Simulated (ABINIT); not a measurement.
Here is an ABINIT 10.8.3 (patched build) calculation.

Contents of run.abi:

```
pp_dirpath "./"
pseudos "Pb.upf, S.upf"

acell 3*1.0
rprim
     0.0000000000     5.6044552541     5.6044552541
     5.6044552541     0.0000000000     5.6044552541
     5.6044552541     5.6044552541     0.0000000000
ntypat 2
znucl 82 16
natom 2
typat 1 2
xred
     0.0000000000     0.0000000000     0.0000000000
     0.5000000000     0.5000000000     0.5000000000

ecut 24.0

kptopt 1
ngkpt 6 6 6
nshiftk 1
shiftk 0.0 0.0 0.0

ixc 11

nband 14
occopt 3
tsmear 0.05 eV

nstep 100
tolvrs 1.0e-10

iomode 3
prtwf 0
prtden 0
prteig 0
prtebands 0
enunit 1
```

Potentials or basis: PseudoDojo NC SR PBE v0.4.1 standard.

Launch:

```bash
$ abinit run.abi > log 2>&1
```

Task: Predict the band gap on the k mesh.

Result: 0.37 eV, direct.

Caveat: spin-orbit coupling is left out, which as a rule narrows the gap of such compounds by several tenths of an eV. A k mesh can miss the band edges.
